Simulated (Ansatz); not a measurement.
Runs of Ansatz 0.2.0 on Te2Mo. The cell holds a slab with vacuum, 12 atoms: a = 3.561 Å, b = 3.561 Å, c = 38.990 Å, α = 90.00°, β = 90.00°, γ = 120.00°. 

| task | level | U | cell | k mesh | hubbard projectors | double counting | gap on the mesh (eV) | relaxed volume (Å³/atom) | largest force (eV/Å) |
| --- | --- | --- | --- | --- | --- | --- | --- | --- | --- |
| relaxation of cell and atoms | BLYP | - | relaxed | 9 × 9 × 1 | - | - | 0.86 | 41.21 | 0.01 |
| single point | PBEsol+U | Mo d U = 8 eV | as given | 7 × 7 × 1 | ortho-atomic (the default) | fll (the default) | none | - | (a) |
| single point | PBEsol+U | Mo d U = 6 eV | as given | 7 × 7 × 1 | ortho-atomic (the default) | fll (the default) | 0.94 | - | 0.32 |
| relaxation of cell and atoms | RPBE+D3(BJ) | - | relaxed | 9 × 9 × 1 | - | - | none | 17.90 | - |
| single point | PBEsol+U | Mo d U = 5 eV | as given | 7 × 7 × 1 | ortho-atomic (the default) | fll (the default) | 1.11 | - | (b) |

Alike in all rows: potentials or basis Ansatz PAW; no spin polarisation; cutoff (eV) 420; smearing fermi-dirac 0.05 eV.

Problem. Fill in the values left out.

Solution. (a) 0.20; (b) 0.27.

Caveats: the PAW data sets come from PBE, with cores solved anew for the run's functional, which leaves a small shift of forces and pressure; odd divisions of the mesh miss points on the zone boundary, where band edges often lie, so the gap on the mesh can be too wide (some runs); spin-orbit coupling is left out, which moves the levels of the heavy elements (some runs); the U is typed as a test and isn't derived for this compound (some runs); the volume moved by over 15 % at a fixed basis, so the end points are rough (some runs); the plane-wave basis is chosen anew once the cell has moved, so the energies of steps on either side of that aren't comparable (some runs); without dispersion, layers of such crystals drift apart on relaxing, which shifts levels and gaps (some runs).

A k mesh can miss the band edges, and the runs leave out spin-orbit coupling on Mo, Te.

A gap of «none» marks a metal or a gap under the smearing width.

Runs at the PBE level aren't shown here.
